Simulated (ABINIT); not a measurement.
## MgSe in ABINIT: the effect of dispersion

MgSe:

```
Se Mg
1.0
     0.00000    2.72550    2.72550
     2.72550    0.00000    2.72550
     2.72550    2.72550    0.00000
Se Mg
1 1
Direct
  0.50000 0.50000 0.50000
  0.00000 0.00000 0.00000
```

Alike in all runs:

| Quantity | Value |
| --- | --- |
| Program | ABINIT 10.8.3 (patched build) |
| Task | equation of state |
| Functional | PBE |
| Potentials or basis | JTH PAW PBE v2.0 |
| Cutoff | 517 eV |
| k mesh | 8 × 8 × 8 |
| Occupations | fermi-dirac, width 0.05 eV |
| Spin | no spin polarisation |

```tsv
dispersion	V0 of scaled cells (Å³/atom)	B0 (GPa)
none	20.91	61
D3	20.37	67
D3(BJ)	?	?
D2	20.44	63
```

What does the run with dispersion D3(BJ) give?

V0 of scaled cells 19.98 Å³/atom; B0 68 GPa.

Caveats: pressures at fixed basis lie under the slope of the energies.
